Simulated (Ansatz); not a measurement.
C:

```xyz
4
Lattice="1.2332 0.7120 8.2826 -1.2332 0.7120 8.2826 0.0000 -1.4240 8.2826" Properties=species:S:1:pos:R:3 pbc="T T T"
C     0.0000    0.0000    2.1661
C     0.0000    0.0000   18.7315
C     0.0000    0.0000    6.1163
C     0.0000    0.0000   22.6818
```

This isn't the form of C at room conditions, which is graphite.

Base run:

```yaml
Program: Ansatz 0.2.0
Functional: r2SCAN
Potentials_or_basis: Ansatz PAW
Cutoff: 500 eV
Density_cutoff: 2000 eV
k_mesh: 12 × 12 × 12
Occupations: fermi-dirac, width 0.05 eV
Spin: no spin polarisation
```

Its results: band gap on the k mesh 0.20 eV, direct; pressure -3.1 GPa; largest force 0.005 eV/Å.

**Question.** After a change of settings the same cell gave: band gap on the k mesh 0.19 eV, direct; pressure -6.1 GPa; largest force 0.009 eV/Å. Which change was it?
A. functional from r2SCAN to PBEsol; cutoff from 500 eV to 420 eV; density cutoff from 2000 eV to 1680 eV; occupations from fermi-dirac, width 0.05 eV to gaussian, width 0.1 eV
B. functional from r2SCAN to m-r2SCAN; occupations from fermi-dirac, width 0.05 eV to fermi-dirac, width 0.025 eV
C. functional from r2SCAN to LDA; cutoff from 500 eV to 420 eV; density cutoff from 2000 eV to 1680 eV

**Answer.** C.

Caveats: the k mesh misses the band edges, so the gap on the mesh is wider than the one along the path; the PAW data sets come from PBE, with cores solved anew for the run's functional, which leaves a small shift of forces and pressure.

Not every run made on this cell is shown here.
